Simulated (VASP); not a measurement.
Input:

```
CELL_PARAMETERS angstrom
      6.15294     0.00000     0.00000
      0.00000     6.15294     0.00000
      0.00000     0.00000     6.15294
ATOMIC_POSITIONS crystal
  Cs 0.00000 0.00000 0.00000
  Pb 0.50000 0.50000 0.50000
  I  0.50000 0.00000 0.50000
  I  0.00000 0.50000 0.50000
  I  0.50000 0.50000 0.00000
```

All values below come from LDA (Ceperley-Alder, Perdew-Zunger), VASP's LDA PAW potentials (set 64) (plane waves; VASP). Settings: 520 eV cut-off, Gaussian smearing of 0.050 eV, potentials Cs_sv Pb_d I.

Unless said otherwise, spin-orbit coupling is left out, though it shifts the bands of the heavy elements here.

Problem. Predict the band gap (along the path) with the smallest direct gap where there is one.

Solution. 
```
Property                               Result
------------------------------------  -------
band gap (along the path)             0.98 eV
smallest direct gap (along the path)  0.98 eV
```

Only differences to runs with the same potentials and settings are physical.

The compound is CsPbI3 in the cubic perovskite structure, the ideal cubic form; the compound distorts at low or room temperature. It was relaxed first, which changed the volume by -6 %.
